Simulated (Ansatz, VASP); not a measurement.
## AlRu in VASP and in Ansatz

```
Al Ru
1.0
     2.98250    0.00000    0.00000
     0.00000    2.98250    0.00000
     0.00000    0.00000    2.98250
Al Ru
1 1
Direct
  0.00000 0.00000 0.00000
  0.50000 0.50000 0.50000
```

Alike in both runs: functional PBE; k mesh 2 × 2 × 2; no spin polarisation.

Ansatz relaxed the structure, and its values are those at the end. VASP's run is a single point on that final structure, the one shown.

```csv
,VASP,Ansatz
version,VASP 6.6.1,Ansatz 0.2.0
potentials or method,"VASP PAW PBE potentials, release 64 (Al, Ru_pv)","scalar-relativistic, plane waves, PAW"
plane-wave cutoff (eV),520,420
occupations,"methfessel-paxton of order 1, width 0.013 eV","cold, width 0.013 eV"
valence electrons in the cell,17,19
```

```csv
,VASP,Ansatz,Ansatz less VASP
gap on the k mesh at the Fermi level (eV),none,none,-
pressure (GPa),12.4,12.5,+0.07
```

A gap of «none» marks a metal or a gap that the smearing closes. The two sets of potentials don't hold the same shells in valence. Ansatz warned: «stress_scf_threshold_loose».

Caveats: the k mesh is coarse (spacing up to 1.05 Å⁻¹), so the values aren't converged.
